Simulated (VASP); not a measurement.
Crystal: KCl.

```
K Cl
1.0
     0.00000    3.49641    3.49641
     3.49641    0.00000    3.49641
     3.49641    3.49641    0.00000
K Cl
1 1
Direct
  0.00000 0.00000 0.00000
  0.25000 0.25000 0.25000
```

The cell was built by a generator and needn't be a form met in nature.

The cell isn't the ideal one: hydrostatic strain -0.3%.

Base run:

- Program: VASP 6.6.1
- Functional: r2SCAN
- Potentials or basis: VASP PAW PBE potentials, release 64 (K_sv, Cl)
- Cutoff: 520 eV
- k mesh: 6 × 6 × 6
- Occupations: gaussian, width 0.01 eV
- Spin: no spin polarisation

Its results: band gap on the k mesh 5.37 eV, indirect (least direct gap 5.41 eV); pressure 0.1 GPa.

Q: The run is repeated on the same cell with these changes: functional from r2SCAN to HSE06; k mesh from 6 × 6 × 6 to 4 × 4 × 4. What comes out?

A: Band gap on the k mesh 6.04 eV, indirect (least direct gap 6.08 eV); pressure 0.3 GPa.

Several settings changed at once, so the effect can't be laid on one alone.

Caveats: the PAW data sets were made with another functional, which shifts forces and pressure a little.

A k mesh can miss the band edges.
